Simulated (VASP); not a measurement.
Method: PBEsol GGA, VASP's PBE PAW potentials (set 64) (plane waves; VASP 6.6.1).

A VASP calculation is set up with these files.

POSCAR:
```
BaSnO3
1
    4.1357999885    -0.0000000000     0.0000000000
    0.0000000000     4.1357999885    -0.0000000000
    0.0000000000     0.0000000000     4.1357999885
Ba Sn O
1 1 3
Direct
  0.0000000000   0.0000000000   0.0000000000
  0.5000000000   0.5000000000   0.5000000000
  0.5000000000   0.0000000000   0.5000000000
  0.0000000000   0.5000000000   0.5000000000
  0.5000000000   0.5000000000   0.0000000000
```

**INCAR**
```
ALGO = Normal
EDIFF = 1E-6
EDIFFG = -0.02
ENCUT = 520
GGA = PS
IBRION = 2
ISIF = 3
ISMEAR = 0
LASPH = .TRUE.
LCHARG = .FALSE.
LMAXMIX = 4
LREAL = .FALSE.
LWAVE = .FALSE.
NELM = 100
NSW = 60
PREC = Accurate
SIGMA = 0.05
SYSTEM = BaSnO3
```

File KPOINTS:
```
K-points
0
gamma
  5 5 5
```

POTCAR, in this order: Ba_sv Sn_d O (PBE.64 set). Program: vasp_std.

What VASP printed:

OSZICAR:
```
       N       E                     dE             d eps       ncg     rms          rms(c)
DAV:   1     0.454710612221E+03    0.45471E+03   -0.21935E+04   517   0.219E+03
DAV:   2     0.119786502366E+02   -0.44273E+03   -0.43041E+03   581   0.559E+02
DAV:   3    -0.357186428401E+02   -0.47697E+02   -0.47282E+02   594   0.165E+02
DAV:   4    -0.375013184547E+02   -0.17827E+01   -0.17776E+01   634   0.331E+01
DAV:   5    -0.375633189368E+02   -0.62000E-01   -0.61972E-01   718   0.563E+00    0.130E+01
DAV:   6    -0.334293507274E+02    0.41340E+01   -0.22935E+01   740   0.634E+01    0.617E+00
DAV:   7    -0.334120126096E+02    0.17338E-01   -0.14955E+00   543   0.771E+00    0.313E+00
DAV:   8    -0.333586280623E+02    0.53385E-01   -0.24523E-01   768   0.386E+00    0.661E-01
DAV:   9    -0.333493854830E+02    0.92426E-02   -0.60676E-02   767   0.232E+00    0.151E-01
DAV:  10    -0.333497410111E+02   -0.35553E-03   -0.45633E-03   752   0.811E-01    0.591E-02
DAV:  11    -0.333497220067E+02    0.19004E-04   -0.88423E-04   798   0.295E-01    0.267E-02
DAV:  12    -0.333497130136E+02    0.89931E-05   -0.70382E-05   616   0.630E-02    0.108E-02
DAV:  13    -0.333497118900E+02    0.11236E-05   -0.10861E-05   712   0.207E-02    0.143E-03
DAV:  14    -0.333497117278E+02    0.16219E-06   -0.20876E-07   296   0.496E-03
   1 F= -.33349712E+02 E0= -.33349712E+02  d E =-.333497E+02
```

**OUTCAR**
```
------------------------ aborting loop because EDIFF is reached ----------------------------------------
  FORCE on cell =-STRESS in cart. coord.  units (eV):
  Direction    XX          YY          ZZ          XY          YZ          ZX
  --------------------------------------------------------------------------------------
  Total       -0.0520110     -0.0520110     -0.0520110     -0.0000000     -0.0000000     -0.0000000
  in kB       -1.1779513     -1.1779513     -1.1779513     -0.0000000     -0.0000000     -0.0000000
  external PRESSURE =      -1.1779513 kB  Pullay stress =       0.0000000 kB
  volume of cell :       70.74
      direct lattice vectors                 reciprocal lattice vectors
     4.135799988  0.000000000  0.000000000     0.241791190  0.000000000  0.000000000
     0.000000000  4.135799988  0.000000000     0.000000000  0.241791190  0.000000000
     0.000000000  0.000000000  4.135799988     0.000000000  0.000000000  0.241791190
 POSITION                                       TOTAL-FORCE (eV/Angst)
 -----------------------------------------------------------------------------------
      0.00000      0.00000      0.00000         0.000000      0.000000      0.000000
      2.06790      2.06790      2.06790         0.000000      0.000000      0.000000
      2.06790      0.00000      2.06790         0.000000      0.000000      0.000000
      0.00000      2.06790      2.06790         0.000000      0.000000      0.000000
      2.06790      2.06790      0.00000         0.000000      0.000000      0.000000
 -----------------------------------------------------------------------------------
    total drift:                                0.000000     -0.000000     -0.000000
  FREE ENERGIE OF THE ION-ELECTRON SYSTEM (eV)
  ---------------------------------------------------
  free  energy   TOTEN  =       -33.3497117278 eV

  energy  without entropy=      -33.3497117278  energy(sigma->0) =      -33.34971173

 reached required accuracy - stopping structural energy minimisation
```
(Selected blocks of OUTCAR.)

The compound is BaSnO3 in the cubic perovskite structure. It was relaxed first. The start is the result of an earlier pass.
